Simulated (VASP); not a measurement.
# LiCl (Fm-3m) in VASP: a series of runs

The runs below take LiCl through relaxation of cell and atoms, single point, with PBE, PBE+D3(BJ), PBEsol.

All numbers are computed with VASP 6.6.1; they aren't measurements. Logs are shortened: lines on timing, memory, paths and dates and some standing lists are left out, and cuts for length are marked.

### 1 Starting point

It takes space group Fm-3m (No. 225, cubic). The conventional cell has a = 5.084 Å, b = 5.084 Å, c = 5.084 Å, α = 90.00°, β = 90.00°, γ = 90.00°. Li (site symmetry m-3m) is surrounded by 6 Cl at 2.54 Å. Around Cl (site symmetry m-3m) lie 6 Li at 2.54 Å.

The cell is a database's computed one.

### 2 Relaxation of cell and atoms, PBE

Input file INCAR:

```
PREC     = Accurate       # precision mode
ENCUT    = 600            # plane-wave cutoff, eV
EDIFF    = 1E-7           # SCF threshold, eV
ISMEAR   = 0              # smearing method
SIGMA    = 0.02           # smearing width, eV
LREAL    = False          # projectors in reciprocal space
LASPH    = True           # aspherical terms in the spheres
NELM     = 100            # most SCF steps
ALGO     = Normal         # electronic algorithm
ISIF     = 3              # what is computed and relaxed
LWAVE    = False          # write WAVECAR
LCHARG   = False          # write CHGCAR
GGA      = PE             # functional
IBRION   = 2              # ionic algorithm
NSW      = 90             # ionic steps
EDIFFG   = -0.005         # ionic threshold
```

Input file KPOINTS:

```
regular mesh
0
Gamma
  8 8 8
```

Input file POSCAR:

```
LiCl
1.0
    0.0000000000      2.5421223400      2.5421223400
    2.5421223400      0.0000000000      2.5421223400
    2.5421223400      2.5421223400      0.0000000000
Li Cl
1 1
Direct
    0.0000000000      0.0000000000      0.0000000000
    0.5000000000      0.5000000000      0.5000000000
```

Potentials or basis: VASP PAW PBE potentials, release 64 (Li_sv, Cl).

On the command line:

```
$ cat potpaw_PBE.64/Li_sv/POTCAR potpaw_PBE.64/Cl/POTCAR > POTCAR
$ mpirun -np 1 vasp_std > vasp.out
```

OUTCAR:

```text
PREC = Accurate
   ENCUT = 600
   EDIFF = 1E-7
   ISMEAR = 0
   LREAL = False
   LASPH = True
   NELM = 100
   ISIF = 3
   GGA = PE
   IBRION = 2
   NSW = 90
   EDIFFG = -0.005

 ion  position               nearest neighbor table
   1  0.000  0.000  0.000-   2 2.54   2 2.54   2 2.54   2 2.54   2 2.54   2 2.54
   2  0.500  0.500  0.500-   1 2.54   1 2.54   1 2.54   1 2.54   1 2.54   1 2.54

  LATTYP: Found a face centered cubic cell.
 ALAT       =     5.0842446800

  Lattice vectors:

 A1 = (   0.0000000000,   2.5421223400,   2.5421223400)
 A2 = (   2.5421223400,   0.0000000000,   2.5421223400)
 A3 = (   2.5421223400,   2.5421223400,   0.0000000000)

Analysis of symmetry for initial positions (statically):
=====================================================================
 Subroutine PRICEL returns:
 Original cell was already a primitive cell.

 Routine SETGRP: Setting up the symmetry group for a
 face centered cubic supercell.

 Subroutine GETGRP returns: Found 48 space group operations
 (whereof 48 operations were pure point group operations)
 out of a pool of 48 trial point group operations.

The static configuration has the point symmetry O_h .

Analysis of symmetry for dynamics (positions and initial velocities):
=====================================================================
 Subroutine PRICEL returns:
 Original cell was already a primitive cell.

 Routine SETGRP: Setting up the symmetry group for a
 face centered cubic supercell.

 Subroutine GETGRP returns: Found 48 space group operations
 (whereof 48 operations were pure point group operations)
 out of a pool of 48 trial point group operations.

The dynamic configuration has the point symmetry O_h .

 Subroutine INISYM returns: Found 48 space group operations
 (whereof 48 operations are pure point group operations),
 and found     1 'primitive' translations

----------------------------------------------------------------------------------------

                                     Primitive cell

  volume of cell :      32.8564

  direct lattice vectors                    reciprocal lattice vectors
     0.000000000  2.542122340  2.542122340    -0.196686049  0.196686049  0.196686049
     2.542122340  0.000000000  2.542122340     0.196686049 -0.196686049  0.196686049
     2.542122340  2.542122340  0.000000000     0.196686049  0.196686049 -0.196686049

  length of vectors
     3.595103890  3.595103890  3.595103890     0.340670231  0.340670231  0.340670231

  position of ions in fractional coordinates (direct lattice)
     0.000000000  0.000000000  0.000000000
     0.500000000  0.500000000  0.500000000

  ion indices of the primitive-cell ions
   primitive index   ion index
                 1           1
                 2           2

----------------------------------------------------------------------------------------

 KPOINTS: regular mesh

Automatic generation of k-mesh.
 Grid dimensions read from file:
 generate k-points for:    8    8    8

 Generating k-lattice:

  Cartesian coordinates                     Fractional coordinates (reciprocal lattice)
    -0.024585756  0.024585756  0.024585756     0.125000000  0.000000000  0.000000000
     0.024585756 -0.024585756  0.024585756     0.000000000  0.125000000  0.000000000
     0.024585756  0.024585756 -0.024585756     0.000000000  0.000000000  0.125000000

  Length of vectors
     0.042583779  0.042583779  0.042583779

  Shift w.r.t. Gamma in fractional coordinates (k-lattice)
     0.000000000  0.000000000  0.000000000

 Subroutine IBZKPT returns following result:
 ===========================================

 Found     29 irreducible k-points:

 Following reciprocal coordinates:
            Coordinates               Weight
  0.000000  0.000000  0.000000      1.000000
  0.125000  0.000000  0.000000      8.000000
  0.250000  0.000000  0.000000      8.000000
  0.375000  0.000000  0.000000      8.000000
  0.500000  0.000000  0.000000      4.000000
  0.125000  0.125000  0.000000      6.000000
[... 16 lines left out ...]
  0.500000  0.250000  0.125000     48.000000
 -0.375000  0.250000  0.125000     24.000000
 [... further k-points ...]
   k-points           NKPTS =     29   k-points in BZ     NKDIM =     29   number of bands    NBANDS=      9
   number of dos      NEDOS =    301   number of ions     NIONS =      2
   total plane-waves  NPLWV =  27000
   dimension x,y,z NGX =    30 NGY =   30 NGZ =   30
   dimension x,y,z NGXF=    60 NGYF=   60 NGZF=   60
   ions per type =               1   1
   NGX,Y,Z   is equivalent  to a cutoff of  13.87, 13.87, 13.87 a.u.
   NGXF,Y,Z  is equivalent  to a cutoff of  27.75, 27.75, 27.75 a.u.
 SYSTEM =  unknown system
   PREC   = accura    normal or accurate (medium, high low for compatibility)
   ISTART =      0    job   : 0-new  1-cont  2-samecut
   ICHARG =      2    charge: 1-file 2-atom 10-const
   ISPIN  =      1    spin polarized calculation?
   LNONCOLLINEAR =      F non collinear calculations
   LSORBIT =      F    spin-orbit coupling
   LASPH  =      T    aspherical Exc in radial PAW
   ENCUT  =  600.0 eV  44.10 Ry    6.64 a.u.   7.18  7.18  7.18*2*pi/ulx,y,z
   NELM   =    100;   NELMIN=  2; NELMDL= -5     # of ELM steps
   EDIFF  = 0.1E-06   stopping-criterion for ELM
   LREAL  =      F    real-space projection
   EDIFFG = -.5E-02   stopping-criterion for IOM
   NSW    =     90    number of steps for IOM
   IBRION =      2    ionic relax: 0-MD 1-quasi-New 2-CG
   NFREE  =      1    steps in history (QN), initial steepest desc. (CG)
   ISIF   =      3    stress and relaxation
   ISYM   =      2    0-nonsym 1-usesym 2-fastsym
   POTIM  = 0.5000    time-step for ionic-motion
   TEBEG  =    0.0;   TEEND  =   0.0 temperature during run
   PSTRESS=    0.0 pullay stress
   NELECT =      10.0000    total number of electrons
   NUPDOWN=      -1.0000    fix difference up-down
   EMIN   =  10.00;   EMAX   =-10.00  energy-range for DOS
   EFERMI =   0.00;   METHOD = LEGACY
   ISMEAR =     0;   SIGMA  =   0.02  broadening in eV -4-tet -1-fermi 0-gaus
   EFERMI_NEDOS =   21; number of points for ismear=-14 and -15
   IALGO  =     38    algorithm
   IMIX   =      4    mixing-type and parameters
     AMIX     =   0.40;   BMIX     =  1.00
     AMIX_MAG =   1.60;   BMIX_MAG =  1.00
  volume/ion in A,a.u.               =      16.43       110.86
  Fermi-wavevector in a.u.,A,eV,Ry     =   1.101206  2.080977 16.499154  1.212654
  Thomas-Fermi vector in A             =   2.237629
   LORBIT       =      0    0 simple, 1 ext, 2 COOP (PROOUT), +10 PAW based schemes
   GGA     = PE    functional components
   LHFCALC =     F    Hartree Fock is set to
   AEXX    =    0.0000 exact exchange contribution
   IVDW    =     0    specifies the selected vdW correction
   LEPSILON=     F    determine dielectric tensor
   LRPA    =     F    only Hartree local field effects (RPA)
 conjugate gradient relaxation of ions
 non-spin polarized calculation
 Gauss-broadening in eV      SIGMA  =   0.02
  energy-cutoff  :      600.00
  volume of cell :       32.86
 maximum number of plane-waves:      1108
 NGX is ok and might be reduce to    30
   NGX = 15   NGY = 15   NGZ = 15

--------------------------------------- Ionic step        1  -------------------------------------------

 number of electron      10.0000000 magnetization

 number of electron       9.9999997 magnetization

 Free energy of the ion-electron system (eV)
  ---------------------------------------------------
  ext. energy  EPLUGINS =         0.00000000
  ---------------------------------------------------
  free energy    TOTEN  =        -7.38083655 eV

  energy without entropy =       -7.38083655  energy(sigma->0) =       -7.38083655

------------------------ aborting loop because EDIFF is reached ----------------------------------------

  FORCE on cell =-STRESS in cart. coord.  units (eV):
  Direction    XX          YY          ZZ          XY          YZ          ZX
  --------------------------------------------------------------------------------------
  -------------------------------------------------------------------------------------
  Total        0.2518649      0.2518649      0.2518649      0.0000000      0.0000000     -0.0000000
  in kB       12.2817133     12.2817133     12.2817133      0.0000000      0.0000000     -0.0000000
  external PRESSURE =      12.2817133 kB  Pullay stress =       0.0000000 kB
[... 21 lines left out ...]
  energy  without entropy=       -7.3808365478  energy(sigma->0) =       -7.38083655

--------------------------------------- Ionic step        2  -------------------------------------------

 number of electron      10.0000001 magnetization

 E-fermi :   0.8414     XC(G=0):  -8.7671

 val. band max:        0.6428057711   @ k =   0.0000   0.0000   0.0000
 cond. band min:       7.0321548380   @ k =   0.0000   0.0000   0.0000
 fundamental gap:      6.3893490669
 Fermi energy:         0.8413760811

 k-point     1 :       0.0000    0.0000    0.0000
  band No.  band energies     occupation
      1     -42.8628      2.00000
      2     -12.7830      2.00000
      3       0.6428      2.00000
      4       0.6428      2.00000
      5       0.6428      2.00000
      6       7.0322      0.00000
      7      12.5886      0.00000
      8      12.5886      0.00000
      9      12.5886      0.00000
[... 309 lines left out ...]
  energy  without entropy=       -7.3842211038  energy(sigma->0) =       -7.38422110

--------------------------------------- Ionic step        3  -------------------------------------------

 number of electron      10.0000006 magnetization

 Free energy of the ion-electron system (eV)
  ---------------------------------------------------
  ext. energy  EPLUGINS =         0.00000000
  ---------------------------------------------------
  free energy    TOTEN  =        -7.38527766 eV

  energy without entropy =       -7.38527766  energy(sigma->0) =       -7.38527766

 E-fermi :   0.5928     XC(G=0):  -8.6891

 val. band max:        0.5075470089   @ k =   0.0000   0.0000   0.0000
 cond. band min:       6.7932966267   @ k =   0.0000   0.0000   0.0000
 fundamental gap:      6.2857496177
 Fermi energy:         0.5928384080

 k-point     1 :       0.0000    0.0000    0.0000
  band No.  band energies     occupation
      1     -43.0303      2.00000
      2     -12.8551      2.00000
      3       0.5075      2.00000
      4       0.5075      2.00000
      5       0.5075      2.00000
      6       6.7933      0.00000
      7      12.4379      0.00000
      8      12.4379      0.00000
      9      12.4379      0.00000
[... 305 lines left out ...]
  FREE ENERGIE OF THE ION-ELECTRON SYSTEM (eV)
  ---------------------------------------------------
  free  energy   TOTEN  =        -7.3852776591 eV

  energy  without entropy=       -7.3852776591  energy(sigma->0) =       -7.38527766

 reached required accuracy - stopping structural energy minimisation
```

Wall time 38 s (1 thread of AMD EPYC 7R13 (Zen 3), shared host); peak memory 0.14 GiB.

What came out:

* Free energy: -7.3853 eV
* Relaxed volume: 17.03 Å³/atom
* Relaxed cell: a = 3.639 Å, b = 3.639 Å, c = 3.639 Å, α = 60.00°, β = 60.00°, γ = 60.00°
* Space group after relaxing (to 0.05 Å): Fm-3m (No. 225)
* Energy gained by relaxing: 2.2 meV/atom
* Ionic steps: 3
* Pressure after relaxing: 0.0 GPa
* Band gap on the k mesh: 6.29 eV, direct

Step by step:
```tsv
step	energy change (eV)	largest force (eV/Å)	pressure (GPa)	volume (Å³)
1	0.0000	0.0000	1.23	32.86
2	-0.0034	0.0000	0.58	33.46
3	-0.0044	0.0000	-0.02	34.07
```

Final structure:
```cif
data_structure
_symmetry_space_group_name_H-M 'P 1'
_symmetry_Int_Tables_number 1
_cell_length_a 3.6388
_cell_length_b 3.6388
_cell_length_c 3.6388
_cell_angle_alpha 60.000
_cell_angle_beta 60.000
_cell_angle_gamma 60.000
_cell_volume 34.07
loop_
_atom_site_label
_atom_site_type_symbol
_atom_site_fract_x
_atom_site_fract_y
_atom_site_fract_z
_atom_site_occupancy
Li1 Li 0.00000 0.00000 0.00000 1
Cl1 Cl 0.50000 0.50000 0.50000 1
```

Caveat: the cutoff is under 1.25 times the usual one of these potentials, so pressure, stress and relaxed cells hold a basis-set (Pulay) error.

### 3 Relaxation of cell and atoms, PBE+D3(BJ)

INCAR: that of step 2 with these lines changed.

```diff
@@ -13,2 +13,3 @@
 GGA      = PE             # functional
+IVDW     = 12             # dispersion correction
 IBRION   = 2              # ionic algorithm
```

KPOINTS is that of step 2.

POSCAR is that of step 2.

Potentials or basis: VASP PAW PBE potentials, release 64 (Li_sv, Cl).

On the command line:

```
$ cat potpaw_PBE.64/Li_sv/POTCAR potpaw_PBE.64/Cl/POTCAR > POTCAR
$ mpirun -np 1 vasp_std > vasp.out
```

It took 33 s on 1 thread of AMD EPYC 7R13 (Zen 3), shared host; peak memory 0.14 GiB.

It converged, with:

```
Free energy                            : -7.8475 eV
Relaxed volume                         : 15.92 Å³/atom
Relaxed cell                           : a = 3.558 Å, b = 3.558 Å, c = 3.558 Å, α = 60.00°, β = 60.00°, γ = 60.00°
Space group after relaxing (to 0.05 Å) : Fm-3m (No. 225)
Energy gained by relaxing              : 1.8 meV/atom
Ionic steps                            : 3
Pressure after relaxing                : 0.0 GPa
Band gap on the k mesh                 : 6.69 eV, direct
Dispersion energy per atom             : -0.239 eV
```

The path:
| step | energy change (eV) | largest force (eV/Å) | pressure (GPa) | volume (Å³) |
| --- | --- | --- | --- | --- |
| 1 | 0.0000 | 0.0000 | -1.10 | 32.86 |
| 2 | -0.0028 | 0.0000 | -0.55 | 32.32 |
| 3 | -0.0036 | 0.0000 | -0.01 | 31.84 |

Final structure:
```cif
data_structure
_symmetry_space_group_name_H-M 'P 1'
_symmetry_Int_Tables_number 1
_cell_length_a 3.5577
_cell_length_b 3.5577
_cell_length_c 3.5577
_cell_angle_alpha 60.000
_cell_angle_beta 60.000
_cell_angle_gamma 60.000
_cell_volume 31.84
loop_
_atom_site_label
_atom_site_type_symbol
_atom_site_fract_x
_atom_site_fract_y
_atom_site_fract_z
_atom_site_occupancy
Li1 Li 0.00000 0.00000 0.00000 1
Cl1 Cl 0.50000 0.50000 0.50000 1
```

Levels at points of the mesh, in eV from the valence-band top:
```csv
k point,band 2,band 3,band 4,band 5,band 6,band 7,band 8,band 9
"(0.00, 0.00, 0.00)",-13.61,0.00,0.00,0.00,6.69,11.98,11.98,11.98
"(0.50, 0.00, 0.00)",-12.96,-3.05,-0.28,-0.28,6.82,9.52,9.52,13.59
"(0.50, 0.50, 0.00)",-12.67,-3.17,-1.21,-1.21,8.01,8.20,12.95,14.57
```

Caveat: the cutoff is under 1.25 times the usual one of these potentials, so pressure, stress and relaxed cells hold a basis-set (Pulay) error.

### 4 Relaxation of cell and atoms, PBEsol

INCAR: that of step 3 with these lines changed.

```diff
@@ -1,3 +1,3 @@
 PREC     = Accurate       # precision mode
-ENCUT    = 600            # plane-wave cutoff, eV
+ENCUT    = 300            # plane-wave cutoff, eV
 EDIFF    = 1E-7           # SCF threshold, eV
@@ -12,4 +12,3 @@
 LCHARG   = False          # write CHGCAR
-GGA      = PE             # functional
-IVDW     = 12             # dispersion correction
+GGA      = PS             # functional
 IBRION   = 2              # ionic algorithm
```

KPOINTS is that of step 3.

POSCAR is that of step 3.

On the command line:

```
$ cat potpaw_PBE.64/Li_sv/POTCAR potpaw_PBE.64/Cl/POTCAR > POTCAR
$ mpirun -np 1 vasp_std > vasp.out
```

Run time: 16 s. Hardware: 1 thread of AMD EPYC 7R13 (Zen 3), shared host; peak memory 0.09 GiB.

The run converged, but a check on its numbers failed (symmetry, net force, bounds or a known fault of this set-up), so they aren't taken as properties of the crystal.

Caveat: the cutoff lies under the usual one of these potentials, so the numbers hold a large basis-set error; the PAW data sets were made with another functional, which shifts forces and pressure a little.

### 5 Relaxation of cell and atoms, PBEsol

INCAR: that of step 4 with these lines changed.

```diff
@@ -1,3 +1,3 @@
 PREC     = Accurate       # precision mode
-ENCUT    = 300            # plane-wave cutoff, eV
+ENCUT    = 600            # plane-wave cutoff, eV
 EDIFF    = 1E-7           # SCF threshold, eV
```

Input file KPOINTS:

```
regular mesh
0
Gamma
  4 4 4
```

POSCAR is that of step 4.

On the command line:

```
$ cat potpaw_PBE.64/Li_sv/POTCAR potpaw_PBE.64/Cl/POTCAR > POTCAR
$ mpirun -np 1 vasp_std > vasp.out
```

Run time: 8.8 s. Hardware: 1 thread of AMD EPYC 7R13 (Zen 3), shared host; peak memory 0.13 GiB.

It converged, with:

- Free energy: -7.6313 eV
- Relaxed volume: 16.27 Å³/atom
- Relaxed cell: a = 3.584 Å, b = 3.584 Å, c = 3.584 Å, α = 60.00°, β = 60.00°, γ = 60.00°
- Space group after relaxing (to 0.05 Å): Fm-3m (No. 225)
- Energy gained by relaxing: 0.2 meV/atom
- Ionic steps: 3
- Pressure after relaxing: 0.0 GPa
- Band gap on the k mesh: 6.34 eV, direct

Step by step:
```csv
step,energy change (eV),largest force (eV/Å),pressure (GPa),volume (Å³)
1,0.0000,0.0000,-0.33,32.86
2,-0.0003,0.0000,-0.16,32.69
3,-0.0003,0.0000,0.00,32.54
```

Final structure:
```cif
data_structure
_symmetry_space_group_name_H-M 'P 1'
_symmetry_Int_Tables_number 1
_cell_length_a 3.5835
_cell_length_b 3.5835
_cell_length_c 3.5835
_cell_angle_alpha 60.000
_cell_angle_beta 60.000
_cell_angle_gamma 60.000
_cell_volume 32.54
loop_
_atom_site_label
_atom_site_type_symbol
_atom_site_fract_x
_atom_site_fract_y
_atom_site_fract_z
_atom_site_occupancy
Li1 Li 0.00000 0.00000 0.00000 1
Cl1 Cl 0.50000 0.50000 0.50000 1
```

Levels at points of the mesh, in eV from the valence-band top:
```
           k point  band 1  band 2  band 3  band 4  band 5  band 6  band 7  band 8  band 9
(0.00, 0.00, 0.00)  -42.77  -13.52    0.00    0.00    0.00    6.34   11.84   11.84   11.84
(0.50, 0.00, 0.00)  -42.76  -12.89   -3.03   -0.28   -0.28    6.59    9.40    9.40   13.20
(0.50, 0.50, 0.00)  -42.76  -12.62   -3.13   -1.19   -1.19    7.84    8.03   12.58   14.26
```

Caveat: the k mesh is coarse (spacing up to 0.54 Å⁻¹), so the values aren't converged; the cutoff is under 1.25 times the usual one of these potentials, so pressure, stress and relaxed cells hold a basis-set (Pulay) error; the PAW data sets were made with another functional, which shifts forces and pressure a little.

[end of part 1 of 2]
